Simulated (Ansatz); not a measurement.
**HfO2: relaxation of cell and atoms with PBE**

The system is HfO2.

```
Hf O
1.0
     5.21946    0.00000    0.00000
     0.00000    5.00476    0.00000
     0.00000    0.00000    5.03269
Hf O
4 8
Direct
  0.96699 0.73252 0.74144
  0.53301 0.73252 0.24144
  0.46699 0.26748 0.74144
  0.03301 0.26748 0.24144
  0.63213 0.92865 0.87927
  0.86787 0.92865 0.37927
  0.23395 0.53988 0.49229
  0.26605 0.53988 0.99229
  0.76605 0.46012 0.99229
  0.73395 0.46012 0.49229
  0.13213 0.07135 0.87927
  0.36787 0.07135 0.37927
```

Measurements of this composition are mostly on another form, of space group No. 14.

| Quantity | Value |
| --- | --- |
| Program | Ansatz 0.2.0 |
| Task | relaxation of cell and atoms |
| Functional | PBE |
| Potentials or basis | Ansatz PAW |
| Cutoff | 420 eV (not typed: the program's choice for these potentials) |
| k mesh | 4 × 5 × 4 |
| Occupations | fermi-dirac, width 0.05 eV |
| Spin | no spin polarisation |
| Target pressure | 2 GPa |
| Target pressure (GPa) | 2 |

```json
{"Relaxed volume": "11.30 Å³/atom", "Relaxed cell": "a = 5.274 Å, b = 5.055 Å, c = 5.084 Å, α = 90.00°, β = 90.00°, γ = 90.00°", "Space group after relaxing (to 0.05 Å)": "Pca2_1 (No. 29)", "Energy change on relaxing (the enthalpy is what falls)": "-12.1 meV/atom", "Ionic steps": "9", "Pressure after relaxing": "2.0 GPa", "Band gap on the k mesh": "4.44 eV, indirect (least direct gap 4.69 eV)"}
```

Step by step:
```tsv
step	energy change (eV)	largest force (eV/Å)	volume (Å³)
1	0.0000	0.1165	131.46
2	-0.1202	0.0370	136.12
3	-0.1187	0.0274	135.31
4	-0.1197	0.0768	135.44
5	-0.1198	0.0158	135.38
6	-0.1198	0.0024	135.38
7	-0.1426	0.0022	135.38
8	-0.1440	0.0008	135.54
9	-0.1447	0.0008	135.54
```

Final structure:
```cif
data_structure
_symmetry_space_group_name_H-M 'P 1'
_symmetry_Int_Tables_number 1
_cell_length_a 5.2740
_cell_length_b 5.0549
_cell_length_c 5.0843
_cell_angle_alpha 90.000
_cell_angle_beta 90.000
_cell_angle_gamma 90.000
_cell_volume 135.54
loop_
_atom_site_label
_atom_site_type_symbol
_atom_site_fract_x
_atom_site_fract_y
_atom_site_fract_z
_atom_site_occupancy
Hf1 Hf 0.96740 0.73322 0.74104 1
Hf2 Hf 0.53260 0.73322 0.24104 1
Hf3 Hf 0.46740 0.26678 0.74104 1
Hf4 Hf 0.03260 0.26678 0.24104 1
O1 O 0.63337 0.93051 0.88154 1
O2 O 0.86663 0.93051 0.38154 1
O3 O 0.23146 0.53881 0.49042 1
O4 O 0.26854 0.53881 0.99042 1
O5 O 0.76854 0.46119 0.99042 1
O6 O 0.73146 0.46119 0.49042 1
O7 O 0.13337 0.06949 0.88154 1
O8 O 0.36663 0.06949 0.38154 1
```

Levels at points of the mesh, in eV from the valence-band top:
```
             k point  band 73  band 74  band 75  band 76  band 77  band 78  band 79  band 80
  (0.00, 0.00, 0.00)    -0.69    -0.18    -0.07     0.00     4.86     5.12     5.25     5.62
 (0.00, 0.00, -0.50)    -0.34    -0.34    -0.25    -0.25     4.58     4.58     5.23     5.23
 (-0.50, 0.00, 0.00)    -0.68    -0.68    -0.37    -0.37     5.13     5.13     5.53     5.53
(-0.50, 0.00, -0.50)    -0.68    -0.68    -0.68    -0.68     5.11     5.11     5.11     5.11
```

Run time: 2 min on 4 threads of Arm Neoverse V1 (shared host), peak memory 0.71 GiB.

Caveat: odd divisions of the mesh miss points on the zone boundary, where band edges often lie, so the gap on the mesh can be too wide; the plane-wave basis is chosen anew once the cell has moved, so the energies of steps on either side of that aren't comparable; the pressure holds a Pulay correction of +0.8 GPa for the finite cutoff; spin-orbit coupling is left out, which moves the levels of the heavy elements. PBE gaps usually lie below the measured ones, often by a third to a half.
